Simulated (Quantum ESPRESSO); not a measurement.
# TiO2 (P1) in Quantum ESPRESSO: convergence with k mesh

Aim: find how far k mesh must go before the results for TiO2 settle, at PBE. This setting moves, with any that are tied to it; all else stays.

Everything below comes from runs of Quantum ESPRESSO 7.5. Logs are shortened: lines on timing, memory, paths and dates and some standing lists are left out, and cuts for length are marked.

### 1 The cell of the first run

The typed cell holds 6 atoms: a = 4.600 Å, b = 4.600 Å, c = 2.959 Å, α = 90.00°, β = 90.00°, γ = 90.00°.

The cell comes from a database or a generator and needn't be the stable form of this composition.

The cell isn't the ideal one: atoms moved at random, drawn with an rms of 0.15 Å.

### 2 With k mesh 1 × 1 × 1

pw.in reads:

```
&CONTROL
  calculation = 'scf'
  prefix = 'pwscf'
  outdir = './tmp'
  pseudo_dir = './pseudo'
  tprnfor = .true.
  tstress = .true.
  disk_io = 'nowf'
/
&SYSTEM
  ibrav = 0
  nat = 6
  ntyp = 2
  ecutwfc = 84
  nbnd = 33
  occupations = 'smearing'
  smearing = 'mp'
  degauss = 0.00367493
/
&ELECTRONS
  conv_thr = 1.2d-09
  electron_maxstep = 120
  mixing_beta = 0.5
/
ATOMIC_SPECIES
Ti    47.8670 Ti.upf
O     15.9990 O.upf
CELL_PARAMETERS angstrom
   4.5998373239    0.0000000000    0.0000000000
   0.0000000000    4.5998373239    0.0000000000
   0.0000000000    0.0000000000    2.9592135600
ATOMIC_POSITIONS crystal
Ti     0.0048800000    0.0059330000    0.5042600000
Ti     0.4997220000    0.5162390000    0.0025260000
O      0.2800320000    0.3172930000    0.4945660000
O      0.1583440000    0.7757130000    0.0144830000
O      0.7721820000    0.2219970000   -0.0099360000
O      0.7032300000    0.7148930000    0.4941310000
K_POINTS automatic
1 1 1 0 0 0
```

Potentials or basis: PseudoDojo 0.4.1 SR PBE standard.

On the command line:

```
OMP_NUM_THREADS=1 pw.x -in pw.in > pw.out
```

pw.out:

```text
This program is part of the open-source Quantum ESPRESSO suite
     for quantum simulation of materials; please cite
[... 6 lines left out ...]
     --------------------
     sticks:   dense  smooth     PW     G-vecs:    dense   smooth      PW
     Sum        2025    2025    505                43961    43961    5521

     Using Slab Decomposition

     bravais-lattice index     =            0
     lattice parameter (alat)  =       8.6924  a.u.
     unit-cell volume          =     422.5303 (a.u.)^3
     number of atoms/cell      =            6
     number of atomic types    =            2
     number of electrons       =        48.00
     number of Kohn-Sham states=           33
     kinetic-energy cutoff     =      84.0000  Ry
     charge density cutoff     =     336.0000  Ry
     scf convergence threshold =      1.2E-09
     mixing beta               =       0.5000
     number of iterations used =            8  plain     mixing
     Exchange-correlation= PBE
                           (   1   4   3   4   0   0   0)

     celldm(1)=   8.692433  celldm(2)=   0.000000  celldm(3)=   0.000000
     celldm(4)=   0.000000  celldm(5)=   0.000000  celldm(6)=   0.000000

     crystal axes: (cart. coord. in units of alat)
               a(1) = (   1.000000   0.000000   0.000000 )
               a(2) = (   0.000000   1.000000   0.000000 )
               a(3) = (   0.000000   0.000000   0.643330 )

     reciprocal axes: (cart. coord. in units 2 pi/alat)
               b(1) = (  1.000000  0.000000  0.000000 )
               b(2) = (  0.000000  1.000000  0.000000 )
               b(3) = (  0.000000  0.000000  1.554412 )

     PseudoPot. # 1 for Ti read from file:
     Ti.upf
     Pseudo is Norm-conserving + core correction, Zval = 12.0
     Generated using ONCVPSP code by D. R. Hamann
     Using radial grid of 1586 points,  6 beta functions with:
                l(1) =   0
                l(2) =   0
                l(3) =   1
                l(4) =   1
                l(5) =   2
                l(6) =   2

     PseudoPot. # 2 for O  read from file:
     O.upf
     Pseudo is Norm-conserving + core correction, Zval =  6.0
     Generated using ONCVPSP code by D. R. Hamann
     Using radial grid of  936 points,  5 beta functions with:
                l(1) =   0
                l(2) =   0
                l(3) =   1
                l(4) =   1
                l(5) =   2

     atomic species   valence    mass     pseudopotential
     Ti               12.00    47.86700     Ti( 1.00)
     O                 6.00    15.99900     O ( 1.00)

     No symmetry found

   Cartesian axes

     site n.     atom                  positions (alat units)
         1        Ti     tau(   1) = (   0.0048800   0.0059330   0.3244056  )
         2        Ti     tau(   2) = (   0.4997220   0.5162390   0.0016251  )
         3        O      tau(   3) = (   0.2800320   0.3172930   0.3181692  )
         4        O      tau(   4) = (   0.1583440   0.7757130   0.0093173  )
         5        O      tau(   5) = (   0.7721820   0.2219970  -0.0063921  )
         6        O      tau(   6) = (   0.7032300   0.7148930   0.3178893  )

     number of k points=     1  Methfessel-Paxton smearing, width (Ry)=  0.0037
                       cart. coord. in units 2pi/alat
        k(    1) = (   0.0000000   0.0000000   0.0000000), wk =   2.0000000

     Dense  grid:    43961 G-vectors     FFT dimensions: (  54,  54,  36)

     Initial potential from superposition of free atoms

     starting charge      47.9968, renormalised to      48.0000
     Starting wfcs are   36 randomized atomic wfcs

     Self-consistent Calculation

     iteration #  1     ecut=    84.00 Ry     beta= 0.50
     Davidson diagonalization with overlap
     ethr =  1.00E-02,  avg # of iterations =  2.0

     total energy              =    -368.66542510 Ry
     estimated scf accuracy    <       3.35002991 Ry

     iteration #  2     ecut=    84.00 Ry     beta= 0.50
     Davidson diagonalization with overlap
     ethr =  6.98E-03,  avg # of iterations =  6.0

     total energy              =    -365.96680288 Ry
     estimated scf accuracy    <      26.09707162 Ry

     iteration #  3     ecut=    84.00 Ry     beta= 0.50
     Davidson diagonalization with overlap
     ethr =  6.98E-03,  avg # of iterations =  3.0

     total energy              =    -370.05991536 Ry
     estimated scf accuracy    <       0.96108519 Ry

     iteration #  4     ecut=    84.00 Ry     beta= 0.50
     Davidson diagonalization with overlap
     ethr =  2.00E-03,  avg # of iterations =  1.0

     total energy              =    -369.98789939 Ry
     estimated scf accuracy    <       0.56638781 Ry

     iteration #  5     ecut=    84.00 Ry     beta= 0.50
     Davidson diagonalization with overlap
     ethr =  1.18E-03,  avg # of iterations =  1.0

     total energy              =    -369.91643077 Ry
     estimated scf accuracy    <       0.29361772 Ry

     iteration #  6     ecut=    84.00 Ry     beta= 0.50
     Davidson diagonalization with overlap
     ethr =  6.12E-04,  avg # of iterations =  1.0

     total energy              =    -369.92591668 Ry
     estimated scf accuracy    <       0.04306973 Ry

     iteration #  7     ecut=    84.00 Ry     beta= 0.50
     Davidson diagonalization with overlap
     ethr =  8.97E-05,  avg # of iterations =  5.0

     total energy              =    -369.92953942 Ry
     estimated scf accuracy    <       0.00399326 Ry

     iteration #  8     ecut=    84.00 Ry     beta= 0.50
     Davidson diagonalization with overlap
     ethr =  8.32E-06,  avg # of iterations =  4.0

     total energy              =    -369.93003620 Ry
     estimated scf accuracy    <       0.00166118 Ry

     iteration #  9     ecut=    84.00 Ry     beta= 0.50
     Davidson diagonalization with overlap
     ethr =  3.46E-06,  avg # of iterations =  3.0

     total energy              =    -369.93041885 Ry
     estimated scf accuracy    <       0.00039260 Ry

     iteration # 10     ecut=    84.00 Ry     beta= 0.50
     Davidson diagonalization with overlap
     ethr =  8.18E-07,  avg # of iterations =  2.0

     total energy              =    -369.93041915 Ry
     estimated scf accuracy    <       0.00010199 Ry

     iteration # 11     ecut=    84.00 Ry     beta= 0.50
     Davidson diagonalization with overlap
     ethr =  2.12E-07,  avg # of iterations =  1.0

     total energy              =    -369.93043614 Ry
     estimated scf accuracy    <       0.00000392 Ry

     iteration # 12     ecut=    84.00 Ry     beta= 0.50
     Davidson diagonalization with overlap
     ethr =  8.17E-09,  avg # of iterations =  5.0

     total energy              =    -369.93043711 Ry
     estimated scf accuracy    <       0.00000163 Ry

     iteration # 13     ecut=    84.00 Ry     beta= 0.50
     Davidson diagonalization with overlap
     ethr =  3.39E-09,  avg # of iterations =  2.0

     total energy              =    -369.93043736 Ry
     estimated scf accuracy    <       0.00000019 Ry

     iteration # 14     ecut=    84.00 Ry     beta= 0.50
     Davidson diagonalization with overlap
     ethr =  3.94E-10,  avg # of iterations =  2.0

     total energy              =    -369.93043739 Ry
     estimated scf accuracy    <       0.00000003 Ry

     iteration # 15     ecut=    84.00 Ry     beta= 0.50
     Davidson diagonalization with overlap
     ethr =  5.32E-11,  avg # of iterations =  5.0

     total energy              =    -369.93043739 Ry
     estimated scf accuracy    <          1.8E-09 Ry

     iteration # 16     ecut=    84.00 Ry     beta= 0.50
     Davidson diagonalization with overlap
     ethr =  3.83E-12,  avg # of iterations =  2.0

     End of self-consistent calculation

          k = 0.0000 0.0000 0.0000 (  5521 PWs)   bands (ev):

   -48.1020 -47.8007 -24.4700 -24.3755 -24.1691 -24.0670 -24.0239 -23.7809
    -8.4916  -7.1816  -6.4364  -6.3904   3.8301   4.2230   4.5816   5.8172
     6.1039   7.0482   7.1993   7.7267   9.0761   9.1887   9.2461  10.0795
    10.8191  11.0079  11.4837  11.5068  11.7158  13.6155  13.7112  15.1529
    15.5902

     the Fermi energy is    10.5308 ev

!    total energy              =    -369.93043740 Ry
     estimated scf accuracy    <          9.6E-11 Ry
     smearing contrib. (-TS)   =       0.00000000 Ry
     internal energy E=F+TS    =    -369.93043740 Ry

     The total energy is F=E-TS. E is the sum of the following terms:
     one-electron contribution =    -121.94073475 Ry
     hartree contribution      =      85.72216100 Ry
     xc contribution           =     -68.63193615 Ry
     ewald contribution        =    -265.07992750 Ry

     convergence has been achieved in  16 iterations

     Forces acting on atoms (cartesian axes, Ry/au):

     atom    1 type  1   force =     0.19404472   -0.06098649    0.04103496
     atom    2 type  1   force =     0.24577519   -0.01421956    0.05568387
     atom    3 type  2   force =     0.03465693    0.07664291   -0.03320010
     atom    4 type  2   force =    -0.22532274    0.21790340   -0.01978624
     atom    5 type  2   force =    -0.00186616   -0.08011261   -0.00749097
     atom    6 type  2   force =    -0.24728794   -0.13922765   -0.03624154

     Total force =     0.549466     Total SCF correction =     0.000014

     Computing stress (Cartesian axis) and pressure

          total   stress  (Ry/bohr**3)                   (kbar)     P=      188.60
   0.00054947   0.00002591   0.00002006           80.83        3.81        2.95
   0.00002591  -0.00032093  -0.00000336            3.81      -47.21       -0.49
   0.00002006  -0.00000336   0.00361765            2.95       -0.49      532.17

=------------------------------------------------------------------------------=
   JOB DONE.
=------------------------------------------------------------------------------=
```

Wall time 6.2 s (1 thread of Arm Neoverse V1, shared host); peak memory 0.07 GiB.

What came out:

| Item | Value |
| --- | --- |
| Free energy | -5033.1600 eV |
| Pressure | 18.9 GPa |
| Largest force | 8.075 eV/Å |
| Band gap on the k mesh | 0.74 eV, direct |

### 3 With k mesh 1 × 1 × 2

Edit pw.in of step 2 so:

```diff
@@ -39,2 +39,2 @@
 K_POINTS automatic
-1 1 1 0 0 0
+1 1 2 0 0 0
```

Potentials or basis: PseudoDojo 0.4.1 SR PBE standard.

On the command line:

```
OMP_NUM_THREADS=1 pw.x -in pw.in > pw.out
```

Wall time 12 s (1 thread of Arm Neoverse V1, shared host); peak memory 0.08 GiB.

What came out:

| Item | Value |
| --- | --- |
| Free energy | -5038.4549 eV |
| Pressure | 4.6 GPa |
| Largest force | 2.447 eV/Å |
| Band gap on the k mesh | 1.28 eV, direct |

### 4 With k mesh 2 × 2 × 3

Edit pw.in of step 3 so:

```diff
@@ -39,2 +39,2 @@
 K_POINTS automatic
-1 1 2 0 0 0
+2 2 3 0 0 0
```

On the command line:

```
OMP_NUM_THREADS=1 pw.x -in pw.in > pw.out
```

It took 37 s on 1 thread of Arm Neoverse V1, shared host; peak memory 0.09 GiB.

What came out:

```
Free energy            : -5039.3113 eV
Pressure               : 2.6 GPa
Largest force          : 2.137 eV/Å
Band gap on the k mesh : 1.53 eV, direct
```

### 5 With k mesh 2 × 2 × 4

Edit pw.in of step 4 so:

```diff
@@ -39,2 +39,2 @@
 K_POINTS automatic
-2 2 3 0 0 0
+2 2 4 0 0 0
```

On the command line:

```
OMP_NUM_THREADS=1 pw.x -in pw.in > pw.out
```

Run time: 56 s. Hardware: 1 thread of Arm Neoverse V1, shared host; peak memory 0.11 GiB.

What came out:

```
Free energy            : -5039.3353 eV
Pressure               : 2.6 GPa
Largest force          : 2.102 eV/Å
Band gap on the k mesh : 1.54 eV, direct
```

### 6 With k mesh 3 × 3 × 4

Edit pw.in of step 5 so:

```diff
@@ -39,2 +39,2 @@
 K_POINTS automatic
-2 2 4 0 0 0
+3 3 4 0 0 0
```

Potentials or basis: PseudoDojo 0.4.1 SR PBE standard.

On the command line:

```
OMP_NUM_THREADS=1 pw.x -in pw.in > pw.out
```

Run time: 86 s. Hardware: 1 thread of Arm Neoverse V1, shared host; peak memory 0.12 GiB.

The run converged. Its results:

| Item | Value |
| --- | --- |
| Free energy | -5039.3789 eV |
| Pressure | 2.4 GPa |
| Largest force | 2.085 eV/Å |
| Band gap on the k mesh | 1.56 eV, direct |

### 7 With k mesh 3 × 3 × 5

Edit pw.in of step 6 so:

```diff
@@ -39,2 +39,2 @@
 K_POINTS automatic
-3 3 4 0 0 0
+3 3 5 0 0 0
```

On the command line:

```
OMP_NUM_THREADS=1 pw.x -in pw.in > pw.out
```

It took 1.7 min on 1 thread of Arm Neoverse V1, shared host; peak memory 0.14 GiB.

It converged, with:

* Free energy: -5039.3858 eV
* Pressure: 2.3 GPa
* Largest force: 2.081 eV/Å
* Band gap on the k mesh: 1.56 eV, direct

### 8 With k mesh 4 × 4 × 6

Edit pw.in of step 7 so:

```diff
@@ -39,2 +39,2 @@
 K_POINTS automatic
-3 3 5 0 0 0
+4 4 6 0 0 0
```

On the command line:

```
OMP_NUM_THREADS=1 pw.x -in pw.in > pw.out
```

It took 4 min on 1 thread of Arm Neoverse V1, shared host; peak memory 0.22 GiB.

Results (log left out):

- Free energy: -5039.3874 eV
- Pressure: 2.3 GPa
- Largest force: 2.080 eV/Å
- Band gap on the k mesh: 1.56 eV, direct

### 9 With k mesh 4 × 4 × 7

Edit pw.in of step 8 so:

```diff
@@ -39,2 +39,2 @@
 K_POINTS automatic
-4 4 6 0 0 0
+4 4 7 0 0 0
```

Potentials or basis: PseudoDojo 0.4.1 SR PBE standard.

On the command line:

```
OMP_NUM_THREADS=1 pw.x -in pw.in > pw.out
```

Wall time 4.4 min (1 thread of Arm Neoverse V1, shared host); peak memory 0.23 GiB.

Results (log left out):

```yaml
Free_energy: -5039.3876 eV
Pressure: 2.3 GPa
Largest_force: 2.079 eV/Å
Band_gap_on_the_k_mesh: 1.56 eV, direct
```

### 10 Result

| k mesh | energy less the tightest run, at zero smearing (meV/atom) | pressure (GPa) | largest force (eV/Å) | gap on the mesh (eV) | SCF cycles | CPU time (s) | peak memory (GiB) |
| --- | --- | --- | --- | --- | --- | --- | --- |
| 1 × 1 × 1 | 1037.93 | 18.86 | 8.075 | 0.740 | 16 | 6.2 | 0.07 |
| 1 × 1 × 2 | 155.46 | 4.56 | 2.447 | 1.281 | 17 | 12 | 0.08 |
| 2 × 2 × 3 | 12.71 | 2.58 | 2.137 | 1.529 | 15 | 37 | 0.09 |
| 2 × 2 × 4 | 8.73 | 2.58 | 2.102 | 1.537 | 15 | 56 | 0.11 |
| 3 × 3 × 4 | 1.45 | 2.37 | 2.085 | 1.558 | 15 | 86 | 0.12 |
| 3 × 3 × 5 | 0.30 | 2.34 | 2.081 | 1.560 | 15 | 100 | 0.14 |
| 4 × 4 × 6 | 0.04 | 2.34 | 2.080 | 1.561 | 15 | 240 | 0.22 |
| 4 × 4 × 7 | 0.00 | 2.34 | 2.079 | 1.561 | 15 | 270 | 0.23 |

Against the tightest run, the energy stays within 1 meV/atom from 3 × 3 × 5 on; the pressure stays within 0.1 GPa from 3 × 3 × 4 on; the largest force stays within 0.005 eV/Å from 3 × 3 × 5 on; the gap on the mesh stays within 0.01 eV from 3 × 3 × 4 on. Meshes of other sizes hit other points, so gaps and Fermi surfaces needn't settle smoothly. The tightest run that finished is the yardstick and may itself not be fully converged.

Caveats: this smearing can shift energies of a crystal with a gap; an odd mesh through Γ misses points on the zone boundary, where band edges often lie.
